Whoever estimates the electron barrier of an HfO₂ gate dielectric must decide whether the levels at the zone centre Γ alone will do. Here they would put the conduction edge about 0.4 eV too high, a tenth of the computed gap. With the valence top aligned to the electrode in the same way, the barrier would be too high by the same amount. PBE errs the other way and by more, since measured gaps are roughly 5 to 6 eV, so a Γ-only result can look better than it is.

Quantum ESPRESSO 7.5, PBE without spin polarisation or spin-orbit coupling: levels of HfO₂ (12-atom cell, atoms displaced at random by about 0.05 Å) at points of a 5×5×5 k mesh, counted from the valence top. SSSP 1.3 efficiency PBE potentials, plane-wave cutoff 816.342 eV, Fermi-Dirac occupations with a width of 0.05 eV.

| point a (reciprocal cell vector) | point b (reciprocal cell vector) | point c (reciprocal cell vector) | level point (row) | level under 2 (eV) | level under 1 (eV) | level over 1 (eV) | level over 2 (eV) |
| --- | --- | --- | --- | --- | --- | --- | --- |
| 0.0000 | 0.0000 | 0.0000 | 1 | -0.334 | 0.000 | 4.356 | 4.938 |
| 0.2000 | 0.0000 | 0.2000 | 2 | -0.588 | -0.129 | 4.311 | 4.609 |
| 0.4000 | 0.0000 | 0.0000 | 3 | -0.569 | -0.080 | 3.938 | 4.845 |
| 0.4000 | 0.0000 | 0.4000 | 4 | -0.704 | -0.362 | 4.182 | 4.507 |
| 0.4000 | 0.4000 | -0.4000 | 5 | -0.872 | -0.707 | 4.383 | 4.468 |
| 0.0000 | 0.2000 | -0.2000 | 6 | -0.545 | -0.236 | 4.594 | 4.946 |
| 0.0000 | 0.4000 | -0.4000 | 7 | -0.803 | -0.611 | 4.733 | 4.855 |

Points a, b and c give the wave vector in fractions of the reciprocal cell vectors; "level under 1" is the highest filled level and "level over 1" the lowest empty one. The valence top lies at Γ, level point 1. The lowest empty level lies at point 3, a step of 0.4 along a, and makes the smallest gap 3.94 eV. From either of these points, steps along b and c together raise the lowest empty level and lower the highest filled one, so the direct gap widens. From point 3, a step along c alone does the same; no row takes a step along b alone.

The reason for this difference between the axes begins with the crystal's symmetry. The cell is monoclinic baddeleyite with its atoms displaced at random by about 0.05 Å, so the symmetry holds only nearly. Its screw operation combines a half turn about b with a shift of half a cell along b. Applied twice it is a full step, which multiplies a wave at b = 1/2 by −1. The half turn reverses the wave vector along a and c, and complex conjugation reverses it along all three axes. Together they change only the sign of b, and −1/2 is equivalent to 1/2. The wave vector is therefore unchanged, yet the factor −1 means that no state can be its own image. In the undisplaced crystal, every level on that plane must then have a partner of equal energy.

The glide operation, with its half step along c, does the same at c = 1/2 if a is 0 or 1/2. Point 4, with a and c both 0.4, lies close to such a line. Neither operation has a half step along a. The 96 electrons fill 48 levels, an even number, so the gap lies between pairs. As a pair closes, its lower empty member rises towards the centre of the pair, and in a filled pair the upper member sinks.

A small model gives the size of this effect. Take two equal Hf-centred states, half a cell apart in both b and c, each coupled equally to four such neighbours. The four phases add up to a coupling proportional to $\cos(\pi b)\cos(\pi c)$, and the splitting of the pair is

$$\Delta=\Delta_0\cos(\pi b)\cos(\pi c),$$

where $\Delta_0$ is the splitting at the same a with b and c zero.

For point 4, point 3 supplies $\Delta_0$ = 0.907 eV. With b = 0 and c = 0.4 the cosines give 0.31, hence a splitting of 0.28 eV; the calculation has 0.325 eV, a value not used in the estimate. If the centre of the pair stayed put, the lower level would rise by half the loss of splitting, (0.907 − 0.28)/2, or about 0.31 eV. The computed rise is smaller, 0.24 eV, mainly because the centre sinks slightly; the pair also closes a little less than the model says. From Γ, closing supplies only about half of the rise to point 6 and three fifths of that to point 7; there the centre of the pair rises as well.

The model is within about 15% of the computed splitting at points 4, 5 and 6, as the output below shows. Point 7 keeps twice the predicted splitting, perhaps because the displaced atoms spoil the pairing. If so, the close match at point 5, where the splitting is just as small, is partly luck. Point 2 has only half the predicted splitting. Its $\Delta_0$ is merely the mean of points 1 and 3, and another empty band may come down there; both explanations are untested.

Symmetry leaves the pair free to stay open along a, but does not itself pull the conduction edge down. From Γ to point 3 the centre of the empty pair falls by 0.26 eV, and the wider splitting lowers its bottom member by another 0.16 eV. In a simple bonding picture, these mainly Hf 5d states are more stable when their sign nearly alternates from cell to cell along a.

The valence top, mainly O 2p, follows a different balance. Closing of the pair supplies about a quarter of its fall along b and c at most; the rest is the sinking of the whole pair. In the same bonding picture, a top at Γ means that for this state equal sign in every cell is the most antibonding arrangement. Both bonding statements are read from the order of the levels; the wave functions were not examined. A sum of one cosine per axis, with three constants fitted to all seven points, reproduces the valence top within 0.01 eV. In this fit a step of 0.4 lowers it by about 0.3 eV along b or c, but by less than 0.1 eV along a.

The gap is therefore indirect, but only just: at point 3 the empty level has come down by 0.42 eV while the filled one has hardly moved. The smallest direct gap, also at point 3, is only 0.08 eV larger than the indirect one. For the barrier, the first point to add to Γ is one near the zone boundary along a. This mesh stops at 0.4; the level at the boundary itself may lie somewhat lower still, but it was not computed. Spin-orbit coupling, left out here, would also shift the Hf 5d levels, and how far the random displacements move the band edges was not computed.

Printed output of the fit:

```
Gaps and pairs in eV:
  row  point  direct_gap  empty_centre  empty_split  split_model_bc  split_model_b  filled_split
  0.0      1       4.356         4.647        0.582           0.582          0.582         0.334
  0.2      2        4.44          4.46        0.298          0.6023         0.7445         0.459
  0.4      3       4.018         4.391        0.907           0.907          0.907         0.489
  0.4      4       4.544         4.345        0.325          0.2803          0.907         0.342
  0.4      5        5.09         4.425        0.085         0.08661         0.2803         0.165
  0.0      6        4.83          4.77        0.352          0.3809         0.4708         0.309
  0.0      7       5.344         4.794        0.122         0.05558         0.1798         0.192
Edge shifts in eV from the point with b and c zero at equal a:
  row  point  empty_edge  empty_by_closing  empty_by_centre  filled_edge  filled_by_closing  filled_by_centre
  0.0      1           0                 0                0            0                  0                 0
  0.2      2       0.164            0.2232         -0.05925       -0.089            0.02375           -0.1127
  0.4      3           0                 0                0            0                  0                 0
  0.4      4       0.244             0.291           -0.047       -0.282            -0.0735           -0.2085
  0.4      5       0.445             0.411            0.034       -0.627             -0.162            -0.465
  0.0      6       0.238             0.115            0.123       -0.236            -0.0125           -0.2235
  0.0      7       0.377              0.23            0.147       -0.611             -0.071             -0.54
fit of level_under_1 on 7 rows: coefficient of ha -0.04713 +/- 0.0028, coefficient of hb -0.1895 +/- 0.0043, coefficient of hc -0.1513 +/- 0.0043; rms 0.00479, worst 0.2 -0.00809, leave-one-out rms 0.0138
Valence top shift by the fit for a step of 0.4 along a, eV: -0.08527
Valence top shift by the fit for a step of 0.4 along b, eV: -0.3428
Valence top shift by the fit for a step of 0.4 along c, eV: -0.2736
Largest miss of the valence fit, eV: 0.008091
Smallest gap among the points, eV: 3.938
Lowest empty level at Gamma less that at point 3, eV: 0.418
```
